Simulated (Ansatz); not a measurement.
Runs of Ansatz 0.2.0 on BaS. The structure is cubic, space group Fm-3m (No. 225). Conventional cell: a = 6.388 Å, b = 6.388 Å, c = 6.388 Å, α = 90.00°, β = 90.00°, γ = 90.00°. Ba (site symmetry m-3m) has 6 S at 3.19 Å as nearest neighbours. S (site symmetry m-3m) has 6 Ba at 3.19 Å as nearest neighbours. 

```tsv
task	level	cell	smearing	gap on the mesh (eV)	pressure (GPa)	relaxed volume (Å³/atom)
single point	PBE	as given	gaussian 0.025 eV	2.26	0.8	-
single point	PBE	as given	gaussian 0.026 eV	2.26	0.8	-
relaxation of cell and atoms	PBE+D4	relaxed	fermi-dirac 0.05 eV	2.25	0.0	(a)
single point	PBE	as given	gaussian 0.027 eV	2.26	0.8	-
relaxation of cell and atoms	PBE+D3(BJ)	relaxed	fermi-dirac 0.05 eV	2.24	0.0	32.15
single point	PBE	as given	gaussian 0.028 eV	2.26	0.8	-
```

Alike in all rows: potentials or basis Ansatz PAW; no spin polarisation; k mesh 7 × 7 × 7; cutoff (eV) 420.

Problem. Fill in the values left out.

Solution. (a) 32.29.

Caveats: odd divisions of the mesh miss points on the zone boundary, where band edges often lie, so the gap on the mesh can be too wide; spin-orbit coupling is left out, which moves the levels of the heavy elements; the plane-wave basis is chosen anew once the cell has moved, so the energies of steps on either side of that aren't comparable (some runs).

A k mesh can miss the band edges, and the runs leave out spin-orbit coupling on Ba.
